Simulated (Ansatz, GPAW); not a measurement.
# BN in line between two Al chains: relaxation, then transmission at several levels

Aim: the conductance of BN in line between two Al chains after relaxation, and whether geometry, basis or functional moves it most.

Main program and level: GPAW 26.7.0 and Ansatz 0.2.0; Ansatz plane waves; relaxation of the junction with the lead ends held, in the first sound run; inputs show where later runs differ.

## Step 1: Starting point

The cell holds 16 atoms: 14 Al, 1 B and 1 N. Its edges and angles: a = 9.000 Å, b = 9.000 Å, c = 36.148 Å, α = 90.0°, β = 90.0°, γ = 90.0°. Regions: left lead, 7 atoms (7 Al); channel, 2 atoms (1 B and 1 N); right lead, 7 atoms (7 Al). Vacuum lies along a and b. The structure is stacked along c, and the current runs across the ab planes.

## Step 2: Relaxing the atoms

Transmission follows bond lengths closely, so the atoms between the held lead ends are relaxed first, from a slightly shaken start that lets symmetry break.

Contents of input.yaml:

```yaml
crystal:
  lattice:
    - [9.0, 0.0, 0.0]
    - [0.0, 9.0, 0.0]
    - [0.0, 0.0, 36.1476]
  atoms:
    - { symbol: Al, position: [0.5, 0.5, 0.0331972247] }
    - { symbol: Al, position: [0.5, 0.5, 0.0995916741] }
    - { symbol: Al, position: [0.5, 0.5, 0.1659861236] }
    - { symbol: Al, position: [0.5, 0.5, 0.232380573] }
    - { symbol: Al, position: [0.5, 0.5, 0.2987750224] }
    - { symbol: Al, position: [0.4980175877, 0.5021026116, 0.3660320636] }
    - { symbol: Al, position: [0.5034364058, 0.506059487, 0.4312442408] }
    - { symbol: B, position: [0.501813924, 0.4987792611, 0.4839478844] }
    - { symbol: "N", position: [0.4976538029, 0.5004538745, 0.5197812513] }
    - { symbol: Al, position: [0.4993617633, 0.5037341669, 0.5689095141] }
    - { symbol: Al, position: [0.5019078122, 0.5011504081, 0.6346850614] }
    - { symbol: Al, position: [0.5, 0.5, 0.7012249776] }
    - { symbol: Al, position: [0.5, 0.5, 0.767619427] }
    - { symbol: Al, position: [0.5, 0.5, 0.8340138764] }
    - { symbol: Al, position: [0.5, 0.5, 0.9004083259] }
    - { symbol: Al, position: [0.5, 0.5, 0.9668027753] }
kpoints:
  mp_grid: { grid: [1, 1, 2] }
hamiltonian:
  xc: pbe
scf:
  occupations: { method: fermi_dirac, width: 0.1 }
relax:
  f_tol: 0.03
  max_steps: 80
  constraints: [{ sites: [0, 1, 2, 3, 4, 11, 12, 13, 14, 15] }]
```

Command:

```console
$ ansatz run input.yaml --threads 4 --pin off --max-ram 8192MiB --backend cpu --events-out ev --progress --plain --runs-dir out
```

Numbers of over 12 decimals in the logs are rounded to 6 here.

The program printed:

```text
Engine: ansatz 0.2.0, aarch64-unknown-linux-gnu
Pseudopotentials: kind: paw
Pseudopotential: Al, paw, valence charge 3, recommended cutoff 420 eV (normal), Al.paw.azcp
Pseudopotential: B, paw, valence charge 3, recommended cutoff 420 eV (normal), B.paw.azcp
Pseudopotential: N, paw, valence charge 5, recommended cutoff 420 eV (normal), N.paw.azcp
Functional definition: PBE
  parameter kappa = 0.804
  parameter beta = 0.066725
  exchange = pbe_x(kappa = kappa, mu = beta*pi^2/3)
  correlation = pbe_c(beta = beta)
Crystal: 16 atoms, lattice volume = 2927.956 Å³
Basis set: ecut = 420 eV, 57189 PW (Γ), exchange–correlation on 128×128×486 points (8 copies of the dense FFT grid, shifted against one another)
Bands: 41, of which v1, the nominal top of the filled ones, is band 25 counted from 1 (24 counted from 0)
Symmetry: 1 space group operations
Space group: P1 (ITA 1), of the structure as read, at distance tolerance 1.4e-4 Å
k-points: 2
Non-local potential: Al, projectors of the file, l = 0: 2, l = 1: 2, l = 2: 1
Non-local potential: B, projectors of the file, l = 0: 2, l = 1: 2, l = 2: 1
Non-local potential: N, projectors of the file, l = 0: 2, l = 1: 2, l = 2: 1
PAW form: soft (Blöchl's): semilocal exchange-correlation on the pseudo side does not see the compensation charge
PAW one-centre angular grid: Al, 110 points (default); XC on 64 Gauss nodes
PAW one-centre angular grid: B, 110 points (default); XC on 64 Gauss nodes
PAW one-centre angular grid: N, 110 points (default); XC on 64 Gauss nodes
Initial density: superposition of atomic densities (neutral atoms: chi_scale 0, normalization atom), corrected by the library's trained network
Initial wavefunctions: pseudopotential atomic-orbital guess
Functional: x = pbe(κ = 0.804, μ = 0.219515), c = pbe(β = 0.066725)
SCF iter   1: F=—  HF=-8038.450900 eV  |F-HF|=—  |Δ(HF+E_count)|=         —  Δρ=2.87e-3  dr2=3.64e0  ethr=1.77e-3  ⟨swp⟩=12.0  Hψ=481  notcnv=0
preconditioner: auto → LDOS  [metal: Δε(μ)=0.079 eV  Ē_g=4.434 eV  σ=0.100 eV  W_gap=0.19  n_scr=110 (ndim 8)  ℏωp=4.8 eV  f_vac=0.618  D(μ)=19.74/eV (n_scr^D=68)  β→1.0]
SCF iter   2: F=—  HF=-8038.299150 eV  |F-HF|=—  |Δ(HF+E_count)|=   1.52e-1  Δρ=1.22e-3  dr2=4.46e-1  ethr=1.77e-3  ⟨swp⟩=4.0  Hψ=137  notcnv=0
SCF iter   3: F=—  HF=-8038.288679 eV  |F-HF|=—  |Δ(HF+E_count)|=   1.05e-2  Δρ=3.48e-4  dr2=2.73e-2  ethr=8.92e-4  ⟨swp⟩=1.5  Hψ=99  notcnv=0
SCF iter   4: F=—  HF=-8038.287916 eV  |F-HF|=—  |Δ(HF+E_count)|=   7.62e-4  Δρ=1.60e-4  dr2=5.05e-3  ethr=5.45e-5  ⟨swp⟩=1.5  Hψ=100  notcnv=0
SCF iter   5: F=—  HF=-8038.288116 eV  |F-HF|=—  |Δ(HF+E_count)|=   2.00e-4  Δρ=9.48e-5  dr2=5.90e-4  ethr=1.01e-5  ⟨swp⟩=2.5  Hψ=119  notcnv=0
SCF iter   6: F=—  HF=-8038.288107 eV  |F-HF|=—  |Δ(HF+E_count)|=   9.41e-6  Δρ=2.62e-5  dr2=4.83e-5  ethr=1.18e-6  ⟨swp⟩=2.0  Hψ=127  notcnv=0
SCF iter   7: F=-8038.288102 eV  HF=-8038.288112 eV  |F-HF|=9.42e-6  |Δ(HF+E_count)|=   4.76e-6  Δρ=1.40e-5  dr2=1.58e-5  ethr=4.50e-8  ⟨swp⟩=5.0  Hψ=276  notcnv=0
SCF 1 converged in 7 iterations: F = -8038.288102 eV  dr2 = 1.58e-5
  greatest PAW one-centre occupation: 0.809 electrons in one spin orbital (limit 2), on the N atom at site 8 (counted from 0), in its partial waves of l = 0
relax step   1: F+E_penalty+E_count = -8038.28810209 eV  Δ(F+E_penalty+E_count) = +0.000e0 eV  max|allowed force component| = 2.689e0 eV/Å  Δτ_max = 0.0000 Å  (7 SCF iters, dr2 threshold 2.25e-5 eV, accepted)
Initial density: handed on by an earlier stage of this run
Initial wavefunctions: those handed on with the density
iter 1 solved again at ethr=9.83e-4 eV; its pass at ethr=3.10e-3 eV (dr2=4.91e-1 eV) is discarded
SCF iter   1: F=—  HF=-8038.457182 eV  |F-HF|=—  |Δ(HF+E_count)|=         —  Δρ=2.00e-3  dr2=4.83e-1  ethr=9.83e-4  ⟨swp⟩=1.0  Hψ=294  notcnv=0
preconditioner: auto → LDOS  [metal: Δε(μ)=0.089 eV  Ē_g=4.296 eV  σ=0.100 eV  W_gap=0.22  n_scr=110 (ndim 8)  ℏωp=4.7 eV  f_vac=0.606  D(μ)=19.97/eV (n_scr^D=68)  β→1.0]
SCF iter   2: F=—  HF=-8038.432820 eV  |F-HF|=—  |Δ(HF+E_count)|=   2.44e-2  Δρ=1.64e-3  dr2=1.39e-1  ethr=9.67e-4  ⟨swp⟩=3.0  Hψ=169  notcnv=0
SCF iter   3: F=—  HF=-8038.414345 eV  |F-HF|=—  |Δ(HF+E_count)|=   1.85e-2  Δρ=2.72e-4  dr2=4.72e-3  ethr=2.79e-4  ⟨swp⟩=2.0  Hψ=110  notcnv=0
SCF iter   4: F=—  HF=-8038.414591 eV  |F-HF|=—  |Δ(HF+E_count)|=   2.46e-4  Δρ=7.39e-5  dr2=7.49e-4  ethr=9.43e-6  ⟨swp⟩=2.0  Hψ=127  notcnv=0
SCF iter   5: F=-8038.414577 eV  HF=-8038.414611 eV  |F-HF|=3.41e-5  |Δ(HF+E_count)|=   2.05e-5  Δρ=2.90e-5  dr2=7.76e-5  ethr=2.00e-7  ⟨swp⟩=4.0  Hψ=312  notcnv=0
SCF 2 converged in 5 iterations: F = -8038.414577 eV  dr2 = 7.76e-5
  greatest PAW one-centre occupation: 0.811 electrons in one spin orbital (limit 2), on the N atom at site 8 (counted from 0), in its partial waves of l = 0
relax step   2: F+E_penalty+E_count = -8038.41457719 eV  Δ(F+E_penalty+E_count) = -1.265e-1 eV  max|allowed force component| = 1.056e0 eV/Å  Δτ_max = 0.0494 Å  (5 SCF iters, dr2 threshold 1.00e-4 eV, accepted)
iter 1 solved again at ethr=2.72e-4 eV; its pass at ethr=3.10e-3 eV (dr2=1.36e-1 eV) is discarded
SCF iter   1: F=—  HF=-8038.462325 eV  |F-HF|=—  |Δ(HF+E_count)|=         —  Δρ=1.41e-3  dr2=1.35e-1  ethr=2.72e-4  ⟨swp⟩=1.0  Hψ=302  notcnv=0
preconditioner: auto → LDOS  [metal: Δε(μ)=0.093 eV  Ē_g=4.303 eV  σ=0.100 eV  W_gap=0.23  n_scr=110 (ndim 8)  ℏωp=4.7 eV  f_vac=0.606  D(μ)=20.28/eV (n_scr^D=84)  β→1.0]
SCF iter   2: F=—  HF=-8038.453461 eV  |F-HF|=—  |Δ(HF+E_count)|=   8.86e-3  Δρ=1.21e-3  dr2=5.78e-2  ethr=2.69e-4  ⟨swp⟩=2.0  Hψ=110  notcnv=0
SCF iter   3: F=—  HF=-8038.444875 eV  |F-HF|=—  |Δ(HF+E_count)|=   8.59e-3  Δρ=1.76e-4  dr2=1.56e-3  ethr=1.16e-4  ⟨swp⟩=2.0  Hψ=109  notcnv=0
SCF iter   4: F=—  HF=-8038.444781 eV  |F-HF|=—  |Δ(HF+E_count)|=   9.40e-5  Δρ=4.88e-5  dr2=2.95e-4  ethr=3.12e-6  ⟨swp⟩=2.0  Hψ=131  notcnv=0
SCF iter   5: F=-8038.444773 eV  HF=-8038.444790 eV  |F-HF|=1.65e-5  |Δ(HF+E_count)|=   8.01e-6  Δρ=1.86e-5  dr2=3.33e-5  ethr=1.39e-7  ⟨swp⟩=4.0  Hψ=305  notcnv=0
SCF 3 converged in 5 iterations: F = -8038.444773 eV  dr2 = 3.33e-5
  greatest PAW one-centre occupation: 0.812 electrons in one spin orbital (limit 2), on the N atom at site 8 (counted from 0), in its partial waves of l = 0
relax step   3: F+E_penalty+E_count = -8038.44477297 eV  Δ(F+E_penalty+E_count) = -3.020e-2 eV  max|allowed force component| = 5.862e-2 eV/Å  Δτ_max = 0.0359 Å  (5 SCF iters, dr2 threshold 6.97e-5 eV, accepted)
[... from here on, the SCF cycles and remarks between the steps are left out ...]
relax step   4: F+E_penalty+E_count = -8038.48031118 eV  Δ(F+E_penalty+E_count) = -3.554e-2 eV  max|allowed force component| = 1.374e-1 eV/Å  Δτ_max = 0.2000 Å  (8 SCF iters, accepted)
relax step   5: F+E_penalty+E_count = -8038.57391286 eV  Δ(F+E_penalty+E_count) = -9.360e-2 eV  max|allowed force component| = 2.715e-1 eV/Å  Δτ_max = 0.1937 Å  (7 SCF iters, dr2 threshold 1.18e-6 eV, accepted)
relax step   6: F+E_penalty+E_count = -8038.71001349 eV  Δ(F+E_penalty+E_count) = -1.361e-1 eV  max|allowed force component| = 3.173e-1 eV/Å  Δτ_max = 0.1973 Å  (5 SCF iters, dr2 threshold 7.37e-5 eV, accepted)
relax step   7: F+E_penalty+E_count = -8038.82273449 eV  Δ(F+E_penalty+E_count) = -1.127e-1 eV  max|allowed force component| = 3.171e-1 eV/Å  Δτ_max = 0.1909 Å  (5 SCF iters, dr2 threshold 1.00e-4 eV, accepted)
relax step   8: F+E_penalty+E_count = -8038.93048667 eV  Δ(F+E_penalty+E_count) = -1.078e-1 eV  max|allowed force component| = 1.877e-1 eV/Å  Δτ_max = 0.1943 Å  (5 SCF iters, dr2 threshold 1.00e-4 eV, accepted)
relax step   9: F+E_penalty+E_count = -8038.97683378 eV  Δ(F+E_penalty+E_count) = -4.635e-2 eV  max|allowed force component| = 7.267e-2 eV/Å  Δτ_max = 0.2000 Å  (7 SCF iters, dr2 threshold 1.23e-5 eV, accepted)
relax step  10: F+E_penalty+E_count = -8038.98317638 eV  Δ(F+E_penalty+E_count) = -6.343e-3 eV  max|allowed force component| = 3.551e-2 eV/Å  Δτ_max = 0.0878 Å  (8 SCF iters, accepted)
relax step  11: F+E_penalty+E_count = -8038.98371503 eV  Δ(F+E_penalty+E_count) = -5.386e-4 eV  max|allowed force component| = 4.879e-3 eV/Å  Δτ_max = 0.0385 Å  (6 SCF iters, accepted)
SCF iter   1: F=—  HF=-8038.988425 eV  |F-HF|=—  |Δ(HF+E_count)|=         —  Δρ=7.61e-4  dr2=1.57e-2  ethr=2.85e-4  ⟨swp⟩=2.0  Hψ=196  notcnv=0
preconditioner: auto → LDOS  [metal: Δε(μ)=0.026 eV  Ē_g=4.328 eV  σ=0.100 eV  W_gap=0.06  n_scr=110 (ndim 8)  ℏωp=4.8 eV  f_vac=0.601  D(μ)=19.21/eV (n_scr^D=68)  β→1.0]
SCF iter   2: F=—  HF=-8038.986023 eV  |F-HF|=—  |Δ(HF+E_count)|=   2.40e-3  Δρ=4.07e-4  dr2=6.93e-3  ethr=3.14e-5  ⟨swp⟩=2.5  Hψ=138  notcnv=0
SCF iter   3: F=—  HF=-8038.983621 eV  |F-HF|=—  |Δ(HF+E_count)|=   2.40e-3  Δρ=5.16e-5  dr2=9.65e-5  ethr=1.39e-5  ⟨swp⟩=2.0  Hψ=115  notcnv=0
SCF iter   4: F=—  HF=-8038.983865 eV  |F-HF|=—  |Δ(HF+E_count)|=   2.45e-4  Δρ=3.04e-5  dr2=3.58e-5  ethr=1.93e-7  ⟨swp⟩=2.0  Hψ=139  notcnv=0
SCF iter   5: F=—  HF=-8038.983862 eV  |F-HF|=—  |Δ(HF+E_count)|=   2.94e-6  Δρ=8.11e-6  dr2=2.61e-6  ethr=7.16e-8  ⟨swp⟩=2.0  Hψ=110  notcnv=0
SCF iter   6: F=—  HF=-8038.983863 eV  |F-HF|=—  |Δ(HF+E_count)|=   7.84e-7  Δρ=2.22e-6  dr2=3.21e-7  ethr=5.22e-9  ⟨swp⟩=2.0  Hψ=144  notcnv=0
SCF iter   7: F=-8038.983863 eV  HF=-8038.983863 eV  |F-HF|=2.60e-10  |Δ(HF+E_count)|=   2.48e-7  Δρ=6.73e-7  dr2=3.20e-8  ethr=2.00e-10  ⟨swp⟩=6.0  Hψ=283  notcnv=0
SCF 12 converged in 7 iterations: F = -8038.983863 eV  dr2 = 3.20e-8
relax step  12: F+E_penalty+E_count = -8038.98386319 eV  Δ(F+E_penalty+E_count) = -1.482e-4 eV  max|allowed force component| = 1.876e-2 eV/Å  Δτ_max = 0.0357 Å  (7 SCF iters, accepted)
SCF converged after 7 iterations
Free energy (F): -8038.983863 eV
Harris-Foulkes:  -8038.983863 eV  (|F-HF|=2.60e-10)
Internal energy: -8038.350795 eV  (E = F + TS)
E sigma→0 (E₀):  -8038.667329 eV
Entropy (-TS):   -0.633069 eV (-39.567 meV/atom)
Fermi energy:    -3.012882 eV
--- Per-component energies (eV) ---
  E_band       = -335.916420
  E_kinetic    = 438.401943
  E_local      = -2315.486674  (includes V_loc(G=0)·N_el)
  E_nonlocal   = 218.456830
  E_hartree    = 927.613731
  E_xc         = -603.354900
  E_vxc        = -457.772574  (∫ρ·V_xc dr)
  E_paw        = -6749.981754  (= ΣΔE_a)
  E_vpaw       = -74.742427  (= ΣTr[D̂ρ^β])
  E_aug_tail   = 0.000067  (compensation charges beyond the density's cutoff)
  E_ewald      = 45.999962
  E_smearing   = -0.633069  (= −TS)
  E_closure    = 0.000000  (closes the sum)
  Σ components = -8038.983863   (vs F -8038.983863, Δ=0.00e0)
--- Forces (eV/Å), atoms counted from 1 ---
  atom   1  Al    -0.01062518    -0.00098234    -0.01882686
  atom   2  Al    -0.00657295    -0.01457980    -0.01564741
  atom   3  Al     0.04934136     0.06580324    -0.01512800
  atom   4  Al    -0.09736418    -0.12462440    -0.31647714
  atom   5  Al     0.06621135     0.07255393     1.05107489
  atom   6  Al     0.00097815    -0.00069424    -0.00818218
  atom   7  Al     0.00179936     0.00213296     0.00512508
  atom   8  B     -0.00350849    -0.00104482     0.01455132
  atom   9  N      0.00402412     0.00053693    -0.01876482
  atom  10  Al     0.00161111    -0.00396918     0.00609425
  atom  11  Al    -0.00432763     0.00445586    -0.00073646
  atom  12  Al    -0.06370201     0.07122861    -1.16978456
  atom  13  Al     0.08757427    -0.11535269     0.38672268
  atom  14  Al    -0.03963204     0.05537823     0.02425755
  atom  15  Al     0.00304059    -0.01209095     0.04202905
  atom  16  Al     0.01118538     0.00127570     0.03366844
  max |Σ_I F_I| component: 3.32e-5 eV/Å
--- Relaxed structure (12 steps of the walk, 12 accepted, 0 SCFs on fresh bases) ---
  F+E_penalty+E_count = -8038.98386319 eV   max|allowed force component| = 1.876e-2 eV/Å
  atoms:
    - { symbol: Al, position: [0.5, 0.5, 0.0331972247] }
    - { symbol: Al, position: [0.5, 0.5, 0.0995916741] }
    - { symbol: Al, position: [0.5, 0.5, 0.165986] }
    - { symbol: Al, position: [0.5, 0.5, 0.232380573] }
    - { symbol: Al, position: [0.5, 0.5, 0.2987750224] }
    - { symbol: Al, position: [0.437229, 0.414781, 0.365021] }
    - { symbol: Al, position: [0.524145, 0.517591, 0.427777] }
    - { symbol: B, position: [0.501908, 0.483574, 0.486623] }
    - { symbol: N, position: [0.504009, 0.480094, 0.522275] }
    - { symbol: Al, position: [0.489673, 0.500883, 0.571406] }
    - { symbol: Al, position: [0.584291, 0.384935, 0.637320] }
    - { symbol: Al, position: [0.5, 0.5, 0.701225] }
    - { symbol: Al, position: [0.5, 0.5, 0.767619] }
    - { symbol: Al, position: [0.5, 0.5, 0.834014] }
    - { symbol: Al, position: [0.5, 0.5, 0.900408] }
    - { symbol: Al, position: [0.5, 0.5, 0.9668027753] }
```

The job ended after 58 s (4 threads of Arm Neoverse V1, shared host; peak memory 2.2 GiB).

Relaxation path:

| step | energy less that of the first step (eV) | largest force component (eV/Å) |
| --- | --- | --- |
| 1 | 0.0000 | 2.6885 |
| 2 | -0.1265 | 1.0564 |
| 3 | -0.1567 | 0.0586 |
| 4 | -0.1922 | 0.1374 |
| 5 | -0.2858 | 0.2715 |
| 6 | -0.4219 | 0.3173 |
| 7 | -0.5346 | 0.3171 |
| 8 | -0.6424 | 0.1877 |
| 9 | -0.6887 | 0.0727 |
| 10 | -0.6951 | 0.0355 |
| 11 | -0.6956 | 0.0049 |
| 12 | -0.6958 | 0.0188 |

The atoms that moved most (Å):

```csv
atom,dx,dy,dz,length
Al11,0.741,-1.046,0.095,1.286
Al6,-0.547,-0.786,-0.037,0.958
Al7,0.186,0.104,-0.125,0.247
N9,0.057,-0.183,0.090,0.212
B8,0.001,-0.137,0.097,0.168
Al10,-0.087,-0.026,0.090,0.128
```

This step gave:

```yaml
free_energy: -8038.9839 eV
smearing_term_ts: 0.6331 eV
symmetry_operations: 1
```

The relaxation lowered the energy of the cell by 0.696 eV.

(Continued in part 2 of 4.)

[Logs are printed without paths, hosts, clocks, repeated set-up lines and the standing remarks that a program may print on its own settings, such as how far it seeks lower states.]

[Hosts, paths, dates, database ids (printed as entryN), source tags and the programs' standing remarks are cut or masked in the printed files.]
